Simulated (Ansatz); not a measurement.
HfSiO4 (Hafnon), 12 atoms in the cell. Symmetry: I4_1/amd, No. 141, tetragonal system. The conventional cell has a = 6.572 Å, b = 6.572 Å, c = 5.963 Å, α = 90.00°, β = 90.00°, γ = 90.00°. Hf (site symmetry -4m2) has 8 O at 2.11 to 2.26 Å as nearest neighbours. Around Si (site symmetry -4m2) lie 4 O at 1.62 Å. Around O (site symmetry m) lie 1 Si at 1.62 Å. 

- Program: Ansatz 0.2.0
- Task: relaxation of the atoms
- Functional: PBE
- Potentials or basis: Ansatz PAW
- Cutoff: 420 eV (not typed: the program's choice for these potentials)
- k mesh: 5 × 5 × 5
- Occupations: fermi-dirac, width 0.05 eV
- Spin: no spin polarisation

Potentials or basis: Ansatz PAW.

Command:

```bash
$ ansatz run input.yaml --threads 4 --pin off --max-ram 11264MiB --backend cpu --events-out ev --progress --plain --runs-dir out
```

Hardware: 4 threads of Arm Neoverse V2, with other jobs on the host.

Question: How long does it take, and how much memory?

Answer: It took 11 s on 4 threads of Arm Neoverse V2 (shared host), peak memory 0.59 GiB. Counts: scf iterations 17, plane waves 2513, k points 18, bands 66, ion steps 4.
